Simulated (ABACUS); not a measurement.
Runs of ABACUS 3.10.1 on SrCl2. The structure is cubic, space group Fm-3m (No. 225). The conventional cell has a = 6.977 Å, b = 6.977 Å, c = 6.977 Å, α = 90.00°, β = 90.00°, γ = 90.00°. Around Sr (site symmetry m-3m) lie 8 Cl at 3.02 Å. Cl (site symmetry -43m) is surrounded by 4 Sr at 3.02 Å. 

| task | level | potentials or basis | radial cutoff of the potentials (pseudo_rcut) | gap on the mesh (eV) | pressure (GPa) | V0 of scaled cells (Å³/atom) | B0 (GPa) |
| --- | --- | --- | --- | --- | --- | --- | --- |
| equation of state | PBE | PseudoDojo NC SR 0.4.1 PBE standard, plane waves | 10 bohr | - | - | 29.07 | 34 |
| single point | PBE | PseudoDojo NC SR 0.4.1 PBE standard, plane waves | 10 bohr | (a) | 1.0 | - | - |
| single point | PBEsol | PseudoDojo NC SR 0.4.1 PBEsol standard, plane waves | 7 bohr | 5.18 | -1.1 | - | - |
| equation of state | PBEsol | PseudoDojo NC SR 0.4.1 PBEsol standard, plane waves | 7 bohr | - | - | 27.46 | (b) |

Alike in all rows: no spin polarisation; cell as given; k mesh 7 × 7 × 7; cutoff (eV) 925; smearing fermi-dirac 0.05 eV.

Task: Estimate the missing entries.

Result: (a) 5.38; (b) 38.

Caveats: an odd mesh through Γ misses points on the zone boundary, where band edges often lie (some runs).

A k mesh can miss the band edges, and the runs leave out spin-orbit coupling on Sr.

Not every run made on this cell is shown here.
